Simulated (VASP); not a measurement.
# HgSe (F-43m) in VASP: notebook

The runs below take HgSe through relaxation of cell and atoms, with LDA, PBEsol.

Everything below comes from runs of VASP 6.6.1. Logs are shortened: lines on timing, memory, paths and dates and some standing lists are left out, and cuts for length are marked.

### 1 Starting point

It takes space group F-43m (No. 216, cubic). Conventional cell: a = 6.082 Å, b = 6.082 Å, c = 6.082 Å, α = 90.00°, β = 90.00°, γ = 90.00°. Hg (site symmetry -43m) is surrounded by 4 Se at 2.63 Å. Around Se (site symmetry -43m) lie 4 Hg at 2.63 Å.

### 2 Relaxation of cell and atoms, LDA

Input file INCAR:

```
SYSTEM = HgSe
  PREC = Accurate
  ENCUT = 600
  EDIFF = 1E-7
  ISMEAR = 0
  SIGMA = 0.03
  LREAL = .False.
  LASPH = .True.
  NELM = 80
  ALGO = Normal
  ISIF = 3
  LWAVE = .False.
  LCHARG = .False.
  GGA = CA
  IBRION = 2
  NSW = 90
  EDIFFG = -0.005
```

Input file KPOINTS:

```
Automatic mesh
0
Gamma
  10 10 10
  0 0 0
```

Input file POSCAR:

```
HgSe                                    
1.0
   -0.0000000000      3.0408167845      3.0408167845
    3.0408167845      0.0000000000      3.0408167845
    3.0408167845      3.0408167845      0.0000000000
  Hg              Se            
     1     1
Direct
     0.0000000000000000    0.0000000000000000    0.0000000000000000
     0.2500000000000000    0.2500000000000000    0.2500000000000000
```

Potentials or basis: VASP PAW LDA potentials, release 64 (Hg, Se).

Command:

```bash
$ cat potpaw_LDA.64/Hg/POTCAR potpaw_LDA.64/Se/POTCAR > POTCAR
$ mpirun -np 1 vasp_std > vasp.out
```

OUTCAR:

```text
SYSTEM = HgSe
   PREC = Accurate
   ENCUT = 600
   EDIFF = 1E-7
   ISMEAR = 0
   LREAL = .False.
   LASPH = .True.
   NELM = 80
   ISIF = 3
   GGA = CA
   IBRION = 2
   NSW = 90
   EDIFFG = -0.005

 ion  position               nearest neighbor table
   1  0.000  0.000  0.000-   2 2.63   2 2.63   2 2.63   2 2.63
   2  0.250  0.250  0.250-   1 2.63   1 2.63   1 2.63   1 2.63

  LATTYP: Found a face centered cubic cell.
 ALAT       =     6.0816335690

  Lattice vectors:

 A1 = (   0.0000000000,   3.0408167845,   3.0408167845)
 A2 = (   3.0408167845,   0.0000000000,   3.0408167845)
 A3 = (   3.0408167845,   3.0408167845,   0.0000000000)

Analysis of symmetry for initial positions (statically):
=====================================================================
 Subroutine PRICEL returns:
 Original cell was already a primitive cell.

 Routine SETGRP: Setting up the symmetry group for a
 face centered cubic supercell.

 Subroutine GETGRP returns: Found 24 space group operations
 (whereof 24 operations were pure point group operations)
 out of a pool of 48 trial point group operations.

The static configuration has the point symmetry T_d .

Analysis of symmetry for dynamics (positions and initial velocities):
=====================================================================
 Subroutine PRICEL returns:
 Original cell was already a primitive cell.

 Routine SETGRP: Setting up the symmetry group for a
 face centered cubic supercell.

 Subroutine GETGRP returns: Found 24 space group operations
 (whereof 24 operations were pure point group operations)
 out of a pool of 48 trial point group operations.

The dynamic configuration has the point symmetry T_d .

 Subroutine INISYM returns: Found 24 space group operations
 (whereof 24 operations are pure point group operations),
 and found     1 'primitive' translations

----------------------------------------------------------------------------------------

                                     Primitive cell

  volume of cell :      56.2342

  direct lattice vectors                    reciprocal lattice vectors
     0.000000000  3.040816785  3.040816785    -0.164429505  0.164429505  0.164429505
     3.040816785  0.000000000  3.040816785     0.164429505 -0.164429505  0.164429505
     3.040816785  3.040816785  0.000000000     0.164429505  0.164429505 -0.164429505

[... 88 lines left out ...]
   NFREE  =      1    steps in history (QN), initial steepest desc. (CG)
   ISIF   =      3    stress and relaxation
   ISYM   =      2    0-nonsym 1-usesym 2-fastsym
   POTIM  = 0.5000    time-step for ionic-motion
   TEBEG  =    0.0;   TEEND  =   0.0 temperature during run
   PSTRESS=    0.0 pullay stress
   NELECT =      18.0000    total number of electrons
   NUPDOWN=      -1.0000    fix difference up-down
   EMIN   =  10.00;   EMAX   =-10.00  energy-range for DOS
   EFERMI =   0.00;   METHOD = LEGACY
   ISMEAR =     0;   SIGMA  =   0.03  broadening in eV -4-tet -1-fermi 0-gaus
   EFERMI_NEDOS =   21; number of points for ismear=-14 and -15
   IALGO  =     38    algorithm
   IMIX   =      4    mixing-type and parameters
     AMIX     =   0.40;   BMIX     =  1.00
     AMIX_MAG =   1.60;   BMIX_MAG =  1.00
  volume/ion in A,a.u.               =      28.12       189.74
  Fermi-wavevector in a.u.,A,eV,Ry     =   1.119864  2.116237 17.063014  1.254096
  Thomas-Fermi vector in A             =   2.256507
   LORBIT       =      0    0 simple, 1 ext, 2 COOP (PROOUT), +10 PAW based schemes
   GGA     = CA    functional components
   LHFCALC =     F    Hartree Fock is set to
   AEXX    =    0.0000 exact exchange contribution
   IVDW    =     0    specifies the selected vdW correction
   LEPSILON=     F    determine dielectric tensor
   LRPA    =     F    only Hartree local field effects (RPA)
 conjugate gradient relaxation of ions
 non-spin polarized calculation
 Gauss-broadening in eV      SIGMA  =   0.03
  energy-cutoff  :      600.00
  volume of cell :       56.23
 maximum number of plane-waves:      1901
 NGX is ok and might be reduce to    36
   NGX = 17   NGY = 17   NGZ = 17

 number of electron      18.0000000 magnetization

 Free energy of the ion-electron system (eV)
  ---------------------------------------------------
  ext. energy  EPLUGINS =         0.00000000
  ---------------------------------------------------
  free energy    TOTEN  =        -5.49415640 eV

  energy without entropy =       -5.49411012  energy(sigma->0) =       -5.49413326

 E-fermi :   1.6315     XC(G=0):  -9.4411

 val. band max:        1.6223257920   @ k =   0.0000   0.0000   0.0000
 cond. band min:       2.0288462085   @ k =   0.1000   0.0000   0.0000
 fundamental gap:      0.4065204165
 Fermi energy:         1.6314628353

 k-point     1 :       0.0000    0.0000    0.0000
  band No.  band energies     occupation
      1     -11.8853      2.00000
      2      -5.5838      2.00000
      3      -5.5838      2.00000
      4      -5.5838      2.00000
      5      -4.8360      2.00000
      6      -4.8360      2.00000
      7       0.5131      2.00000
      8       1.6223      1.33334
      9       1.6223      1.33333
     10       1.6223      1.33333
     11       7.0101      0.00000
     12       7.0101      0.00000
     13       7.0101      0.00000
[... 354 lines left out ...]
  band No.  band energies     occupation
      1     -11.3717      2.00000
      2      -5.4554      2.00000
      3      -5.2166      2.00000
      4      -5.1958      2.00000
      5      -4.7858      2.00000
      6      -4.7499      2.00000
      7      -2.7048      2.00000
      8      -0.4092      2.00000
      9      -0.2344      2.00000
     10       4.3090      0.00000
     11       4.9095      0.00000
     12       8.7582      0.00000
     13       9.7622      0.00000

 [... further k-points ...]
[... 5 lines left out ...]
  --------------------------------------------------------------------------------------
  -------------------------------------------------------------------------------------
  Total       -0.0048307     -0.0048307     -0.0048307      0.0000000      0.0000000      0.0000000
  in kB       -0.1376330     -0.1376330     -0.1376330      0.0000000      0.0000000      0.0000000
  external PRESSURE =      -0.1376330 kB  Pullay stress =       0.0000000 kB

 VOLUME and BASIS-vectors are now :
 -----------------------------------------------------------------------------
  energy-cutoff  :      600.00
  volume of cell :       56.23
      direct lattice vectors                 reciprocal lattice vectors
     0.000000000  3.040816785  3.040816785    -0.164429505  0.164429505  0.164429505
     3.040816785  0.000000000  3.040816785     0.164429505 -0.164429505  0.164429505
     3.040816785  3.040816785  0.000000000     0.164429505  0.164429505 -0.164429505

 POSITION                                       TOTAL-FORCE (eV/Angst)
 -----------------------------------------------------------------------------------
      0.00000      0.00000      0.00000         0.000000      0.000000      0.000000
      1.52041      1.52041      1.52041        -0.000000     -0.000000     -0.000000
 -----------------------------------------------------------------------------------
    total drift:                               -0.000000     -0.000000     -0.000000

  FREE ENERGIE OF THE ION-ELECTRON SYSTEM (eV)
  ---------------------------------------------------
  free  energy   TOTEN  =        -5.4941563974 eV

  energy  without entropy=       -5.4941101186  energy(sigma->0) =       -5.49413326

 reached required accuracy - stopping structural energy minimisation
```

OSZICAR:

```text
N       E                     dE             d eps       ncg     rms          rms(c)
DAV:   1     0.124982438304E+03    0.12498E+03   -0.93112E+03  1230   0.139E+03
DAV:   2    -0.230230461787E+00   -0.12521E+03   -0.11801E+03  1337   0.296E+02
DAV:   3    -0.577171604291E+01   -0.55415E+01   -0.55006E+01  1492   0.647E+01
DAV:   4    -0.580366605359E+01   -0.31950E-01   -0.31944E-01  1307   0.506E+00
DAV:   5    -0.580383917510E+01   -0.17312E-03   -0.17312E-03  1482   0.347E-01    0.800E+00
DAV:   6    -0.551363854743E+01    0.29020E+00   -0.60043E-01  1665   0.123E+01    0.615E+00
DAV:   7    -0.549792404321E+01    0.15715E-01   -0.12597E-01  1292   0.303E+00    0.264E+00
DAV:   8    -0.549451758115E+01    0.34065E-02   -0.17491E-02  1297   0.195E+00    0.203E-01
DAV:   9    -0.549417165864E+01    0.34592E-03   -0.18799E-03  1382   0.713E-01    0.597E-02
DAV:  10    -0.549415759940E+01    0.14059E-04   -0.12777E-04  1317   0.124E-01    0.309E-02
DAV:  11    -0.549415988967E+01   -0.22903E-05   -0.53878E-05  1372   0.103E-01    0.248E-02
DAV:  12    -0.549415633671E+01    0.35530E-05   -0.11300E-05  1365   0.521E-02    0.614E-03
DAV:  13    -0.549415639743E+01   -0.60717E-07   -0.60059E-07  1277   0.581E-03
   1 F= -.54941564E+01 E0= -.54941333E+01  d E =-.549416E+01
```

Run time: 27 s. Hardware: 1 thread of AMD EPYC 9R45 (Zen 5), shared host; peak memory 0.17 GiB.

Results:

```yaml
Free_energy: -5.4942 eV
Pressure_after_relaxing: 0.0 GPa
Band_gap_on_the_k_mesh: none (metal or under the smearing width)
```

Final structure:
```
Hg Se
1.0
     0.00000    3.04082    3.04082
     3.04082    0.00000    3.04082
     3.04082    3.04082    0.00000
Hg Se
1 1
Direct
  0.00000 0.00000 0.00000
  0.25000 0.25000 0.25000
```

Caveat: the relaxation stopped at its first step, so nothing moved. The run has no spin-orbit coupling, so splittings on Hg are missing.

### 3 Relaxation of cell and atoms, PBEsol

Input file INCAR:

```
PREC = Accurate ; ENCUT = 600
EDIFF = 1E-6 ; ISMEAR = 0
SIGMA = 0.03 ; LREAL = F
LASPH = T ; NELM = 80
ALGO = Normal ; ISIF = 3
LWAVE = F ; LCHARG = F
GGA = PS ; IBRION = 2
NSW = 90 ; EDIFFG = -0.01
KPAR = 4
```

Input file KPOINTS:

```
regular mesh
0
Gamma
  10 10 10
```

Input file POSCAR:

```
HgSe
1.0
    0.0000000000      3.0390000000      3.0390000000
    3.0390000000      0.0000000000      3.0390000000
    3.0390000000      3.0390000000      0.0000000000
Hg Se
1 1
Direct
    0.0000000000      0.0000000000      0.0000000000
    0.2500000000      0.2500000000      0.2500000000
```

Potentials or basis: VASP PAW PBE potentials, release 64 (Hg, Se).

Command:

```bash
$ cat potpaw_PBE.64/Hg/POTCAR potpaw_PBE.64/Se/POTCAR > POTCAR
$ mpirun -np 4 vasp_std > vasp.out
```

Run time: 24 s. Hardware: 4 MPI ranks of Intel Xeon Platinum 8375C at 2.90GHz (Ice Lake), shared host; peak memory 0.24 GiB.

The run converged. Its results:

```
Free energy                            : -4.8103 eV
Relaxed volume                         : 29.01 Å³/atom
Relaxed cell                           : a = 4.346 Å, b = 4.346 Å, c = 4.346 Å, α = 60.00°, β = 60.00°, γ = 60.00°
Space group after relaxing (to 0.05 Å) : F-43m (No. 216)
Energy gained by relaxing              : 5.3 meV/atom
Ionic steps                            : 3
Pressure after relaxing                : 0.0 GPa
Band gap on the k mesh                 : none (metal or under the smearing width)
```

The path:
| step | energy change (eV) | largest force (eV/Å) | pressure (GPa) | volume (Å³) |
| --- | --- | --- | --- | --- |
| 1 | 0.0000 | 0.0000 | 1.85 | 56.13 |
| 2 | -0.0090 | 0.0000 | -0.67 | 58.81 |
| 3 | -0.0106 | 0.0000 | 0.00 | 58.03 |

Final structure:
```
Hg Se
1.0
     0.00000    3.07281    3.07281
     3.07281    0.00000    3.07281
     3.07281    3.07281    0.00000
Hg Se
1 1
Cartesian
  0.0000 0.0000 0.0000
  1.5364 1.5364 1.5364
```

Levels at points of the mesh, in eV from the Fermi level:
```csv
k point,band 5,band 6,band 7,band 8,band 9,band 10,band 11,band 12,band 13
"(0.00, 0.00, 0.00)",-6.30,-6.30,-1.08,-0.01,-0.01,-0.01,5.45,5.45,5.45
"(0.50, 0.00, 0.00)",-6.26,-6.00,-5.37,-0.93,-0.93,1.02,6.18,6.18,6.81
"(0.50, 0.50, 0.00)",-6.19,-5.96,-4.99,-2.21,-2.21,2.68,2.93,8.25,9.61
```

Caveat: the PAW data sets were made with another functional, which shifts forces and pressure a little.

### 4 Relaxation of cell and atoms, PBEsol

This run uses another cell than the first one, of 29.01 Å³/atom, 1.032 times its volume.

Input file INCAR:

```
PREC = Accurate ; ENCUT = 600
EDIFF = 1E-7 ; ISMEAR = 0
SIGMA = 0.03 ; LREAL = F
LASPH = T ; NELM = 80
ALGO = Normal ; ISIF = 3
LWAVE = F ; LCHARG = F
GGA = PS ; IBRION = 2
NSW = 90 ; EDIFFG = -0.005
KPAR = 4
```

KPOINTS is that of step 3.

Input file POSCAR:

```
HgSe                                    
1.0
    0.0000000000      3.0728100868      3.0728100868
    3.0728100868     -0.0000000000      3.0728100868
    3.0728100868      3.0728100868     -0.0000000000
  Hg              Se            
     1     1
Direct
     0.0000000000000000    0.0000000000000000    0.0000000000000000
     0.2500000000000000    0.2500000000000000    0.2500000000000000
```

Command:

```bash
$ cat potpaw_PBE.64/Hg/POTCAR potpaw_PBE.64/Se/POTCAR > POTCAR
$ mpirun -np 4 vasp_std > vasp.out
```

It took 11 s on 4 MPI ranks of Intel Xeon Platinum 8375C at 2.90GHz (Ice Lake), shared host; peak memory 0.23 GiB.

The run converged. Its results:

```yaml
Free_energy: -4.8105 eV
Pressure_after_relaxing: 0.0 GPa
Band_gap_on_the_k_mesh: none (metal or under the smearing width)
```

Final structure:
```xyz
2
Lattice="0.0000 3.0728 3.0728 3.0728 0.0000 3.0728 3.0728 3.0728 0.0000" Properties=species:S:1:pos:R:3 pbc="T T T"
Hg    0.0000    0.0000    0.0000
Se    1.5364    1.5364    1.5364
```

Levels at points of the mesh, in eV from the Fermi level:
| k point | band 6 | band 7 | band 8 | band 9 | band 10 | band 11 | band 12 | band 13 |
| --- | --- | --- | --- | --- | --- | --- | --- | --- |
| (0.00, 0.00, 0.00) | -6.30 | -1.08 | -0.01 | -0.01 | -0.01 | 5.45 | 5.45 | 5.45 |
| (0.50, 0.00, 0.00) | -6.00 | -5.37 | -0.93 | -0.93 | 1.02 | 6.18 | 6.18 | 6.81 |
| (0.50, 0.50, 0.00) | -5.96 | -4.99 | -2.21 | -2.21 | 2.68 | 2.93 | 8.25 | 9.61 |

Caveat: the relaxation stopped at its first step, so nothing moved; the PAW data sets were made with another functional, which shifts forces and pressure a little.
